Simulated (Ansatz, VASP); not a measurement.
# One calculation of Ta2N, two programs

```xyz
3
Lattice="3.1011 0.0000 0.0000 -1.5506 2.6857 0.0000 0.0000 0.0000 4.8819" Properties=species:S:1:pos:R:3 pbc="T T T"
Ta    1.5506    0.8952    3.6366
Ta    0.0000    1.7904    1.2454
N     0.0000    0.0000    0.0000
```

Alike in both runs: functional PBE; k mesh 18 × 18 × 10; occupations gaussian, width 0.1 eV; no spin polarisation.

Ansatz relaxed the structure, and its values are those at the end. VASP's run is a single point on that final structure, the one shown.

|  | VASP | Ansatz |
| --- | --- | --- |
| version | VASP 6.6.1 | Ansatz 0.2.0 |
| potentials or method | VASP PAW PBE potentials, release 64 (Ta_pv, N) | scalar-relativistic, plane waves, PAW |
| plane-wave cutoff (eV) | 520 | 420 |
| valence electrons in the cell | 27 | 31 |

```csv
,VASP,Ansatz,Ansatz less VASP
gap on the k mesh at the Fermi level (eV),none,none,-
pressure (GPa),0.4,0.0,-0.44
rms of the force components (eV/Å),0.021,0.001,-0.0201
```

A gap of «none» marks a metal or a gap that the smearing closes. The two sets of potentials don't hold the same shells in valence.

The runs have no spin-orbit coupling, so splittings on Ta are missing.
